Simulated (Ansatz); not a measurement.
Runs of Ansatz 0.2.0 on C. The cell holds a slab with vacuum, 8 atoms: a = 2.470 Å, b = 2.470 Å, c = 25.219 Å, α = 90.00°, β = 90.00°, γ = 120.00°. 

| level | gap on the mesh (eV) | largest force (eV/Å) | work function (eV) |
| --- | --- | --- | --- |
| RPBE | 0.01 | (a) | 4.18 |
| revPBE | 0.01 | 0.64 | 4.19 |
| LDA | 0.01 | 0.62 | (c) |
| PBEsol | 0.01 | 0.60 | (b) |
| BLYP | 0.01 | 0.67 | 3.98 |

Alike in all rows: task projected density of states; potentials or basis Ansatz PAW; no spin polarisation; cell the (0 0 1) slab of C, cut from the database cell, not relaxed; k mesh 12 × 12 × 1; cutoff (eV) 420; smearing fermi-dirac 0.05 eV.

Problem. Estimate the missing entries.

Solution. (a) 0.65; (b) 4.38; (c) 4.60.

Caveats: the PAW data sets come from PBE, with cores solved anew for the run's functional, which leaves a small shift of forces and pressure.

A k mesh can miss the band edges.

Runs at the PBE level aren't shown here.
